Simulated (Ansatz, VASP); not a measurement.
# One calculation of Sn, two programs

```
Sn
1.0
     1.51213   -3.01788    0.00000
     1.51213    3.01788    0.00000
     0.00000    0.00000    2.98771
Sn
1
Direct
  0.50000 0.50000 0.00000
```

Alike in both runs: task single point; functional PBEsol; k mesh 6 × 6 × 6; occupations gaussian, width 0.1 eV; no spin polarisation.

```csv
,VASP,Ansatz
version,VASP 6.6.1,Ansatz 0.2.0
potentials or method,"VASP PAW PBE potentials, release 64 (Sn_d)","scalar-relativistic, plane waves, PAW"
plane-wave cutoff (eV),520,420
valence electrons in the cell,14,14
```

```tsv
	VASP	Ansatz	Ansatz less VASP
gap on the k mesh at the Fermi level (eV)	none	none	-
pressure (GPa)	-0.4	-0.3	+0.08
largest component of the traceless stress (GPa)	5.39	5.39	-0.006
```

A gap of «none» marks a metal or a gap that the smearing closes.

Caveats: the k mesh is coarse (spacing up to 0.39 Å⁻¹), so the values aren't converged; the PAW data sets were made with another functional, which shifts forces and pressure a little (VASP).
